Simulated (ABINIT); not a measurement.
NaCl:

```
Cl Na
1.0
     3.50219    0.00000    0.00000
     0.00000    3.50219    0.00000
     0.00000    0.00000    3.50219
Cl Na
1 1
Direct
  0.50000 0.50000 0.50000
  0.00000 0.00000 0.00000
```

Measurements of this composition are mostly on another form, of space group No. 225.

Base run:

```yaml
Program: ABINIT 10.8.3 (patched build)
Functional: PBE
Potentials_or_basis: JTH PAW PBE v2.0
Cutoff: 1225 eV
k_mesh: 6 × 6 × 6
Occupations: fermi-dirac, width 0.05 eV
Spin: no spin polarisation
```

Its results: band gap on the k mesh 3.97 eV, indirect (least direct gap 4.46 eV); pressure 0.1 GPa.

Q: The run is repeated on the same cell with these changes: k mesh from 6 × 6 × 6 to 3 × 3 × 3. What comes out?

A: Band gap on the k mesh 4.08 eV, indirect (least direct gap 4.44 eV); pressure 0.6 GPa.

Caveats: some runs use coarse meshes; an odd mesh through Γ misses points on the zone boundary, where band edges often lie (some runs).
